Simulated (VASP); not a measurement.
A run of VASP 6.6.1 is set up as follows.

File POSCAR:

```
KBr
1.0
    4.0351038917      0.0000000000      0.0000000000
    0.0000000000      4.0351038917      0.0000000000
    0.0000000000      0.0000000000      3.9627825946
K Br
1 1
Direct
    0.0000000000      0.0000000000      0.0000000000
    0.5000000000      0.5000000000      0.5000000000
```

Contents of INCAR.step1:

```
PREC = Accurate ; ENCUT = 520
ISMEAR = 0 ; SIGMA = 0.01
LREAL = False ; LASPH = True
NELM = 80 ; NBANDS = 15
GGA = PE ; ALGO = Normal
EDIFF = 1E-4 ; LWAVE = True
LCHARG = False
```

Contents of INCAR.step2:

```
PREC = Accurate ; ENCUT = 520
EDIFF = 1E-6 ; ISMEAR = 0
SIGMA = 0.01 ; LREAL = False
LASPH = True ; NELM = 80
ALGO = Normal ; ISIF = 2
LWAVE = False ; LCHARG = False
METAGGA = R2SCAN ; LMIXTAU = True
NBANDS = 15 ; ISTART = 1
```

KPOINTS

```
Automatic mesh
0
Gamma
  6 6 6
```

Potentials or basis: VASP PAW PBE potentials, release 64 (K_sv, Br).

The run is started by

```sh
$ cat potpaw_PBE.64/K_sv/POTCAR potpaw_PBE.64/Br/POTCAR > POTCAR
$ cp INCAR.step1 INCAR
$ mpirun -np 1 vasp_std > vasp.out
$ cp INCAR.step2 INCAR
$ mpirun -np 1 vasp_std > vasp.out
```

Problem. Predict the pressure.

Solution. -0.5 GPa.

Problem. Estimate the band gap on the k mesh.

Solution. 4.61 eV, indirect (least direct gap 4.87 eV).

Stress tensor (GPa, compression positive):
```
-0.70  0.00  0.00
 0.00 -0.70  0.00
 0.00  0.00  0.00
```

Caveat: the PAW data sets were made with another functional, which shifts forces and pressure a little. A k mesh can miss the band edges.
